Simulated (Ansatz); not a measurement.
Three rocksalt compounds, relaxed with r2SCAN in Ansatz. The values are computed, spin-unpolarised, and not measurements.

```tsv
compound	a (Å)
CaS	5.696
PbS	5.974
CaSe	5.935
```

(1) What is the misfit strain of a coherent CaS film on CaSe?

(2) By Vegard's law, which share x of PbS in (CaS)₁₋ₓ(PbS)ₓ matches the substrate?

Answers

(1) ε∥ = (a_sub − a_film)/a_film = (5.935 − 5.696)/5.696 = +4.20 %: the film is in tension in the plane. At this size it stays coherent for a few layers at most.

(2) (1 − x) × 5.696 + x × 5.974 = 5.935 gives x = (5.935 − 5.696)/(5.974 − 5.696) = 0.860.
